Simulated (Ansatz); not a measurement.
TiO2 under changes of volume

One of the cells (12.226 Å³/atom); the others are scaled copies at fixed shape and fractional positions:

```
CELL_PARAMETERS angstrom
6.15358 -1.88347 0.00000
6.15358 1.88347 0.00000
-1.92833 0.00000 6.32897
ATOMIC_POSITIONS crystal
Ti 0.90007 0.90007 0.28960
Ti 0.19529 0.19529 0.28376
Ti 0.09993 0.09993 0.71040
Ti 0.80471 0.80471 0.71624
O 0.36193 0.36193 0.29340
O 0.26349 0.26349 0.65250
O 0.86719 0.86719 0.99529
O 0.73651 0.73651 0.34750
O 0.94165 0.94165 0.63002
O 0.13281 0.13281 0.00471
O 0.63807 0.63807 0.70660
O 0.05835 0.05835 0.36998
```

The cell comes from a database or a generator and needn't be the stable form of this composition.

```yaml
Program: Ansatz 0.2.0
Functional: r2SCAN
Dispersion: D4
Potentials_or_basis: Ansatz PAW
Cutoff: "500 eV (not typed: the program's choice for these potentials)"
k_mesh: 8 × 8 × 4
Occupations: fermi-dirac, width 0.05 eV
Spin: no spin polarisation
```

| volume (Å³/atom) | energy over the lowest point (meV/atom) | pressure (GPa) | gap on the mesh (eV) | largest force (eV/Å) |
| --- | --- | --- | --- | --- |
| 11.492 | ? | ? | ? | ? |
| 11.737 | 0.00 | 1.6 | 3.27 | 0.088 |
| 11.981 | 0.95 | -2.8 | 3.19 | 0.143 |
| 12.226 | 8.32 | -6.8 | 3.11 | 0.281 |
| 12.470 | 21.44 | -10.4 | 3.04 | 0.413 |
| 12.715 | 39.74 | -13.6 | 2.96 | 0.537 |
| 12.959 | 62.68 | -16.4 | 2.89 | 0.655 |

Problem. What does the run at 11.492 Å³/atom give?

Solution. Energy over the lowest point 6.18 meV/atom; pressure 6.6 GPa; gap on the mesh 3.36 eV; largest force 0.192 eV/Å.

Worked out: A Birch-Murnaghan fit of order 3 (a polynomial in V^(-2/3)) to the other rows has its minimum at 11.82 Å³/atom with B0 = V·E''(V) = 217 GPa and B' = 4.1 at fixed shape and positions, which overstates the stiffness. It gives 6.18 meV/atom at 11.492 Å³/atom, against the run's 6.18, and -dE/dV = 6.5 GPa, against 6.6. A straight line through the other rows of the gap, of slope -3.84 eV per unit of ln V, extrapolates to 3.35 eV, against the run's 3.36.

Energies are extrapolated to zero smearing.

Caveats: the PAW data sets come from PBE, with cores solved anew for the run's functional, which leaves a small shift of forces and pressure.

A mesh can miss the band edges.
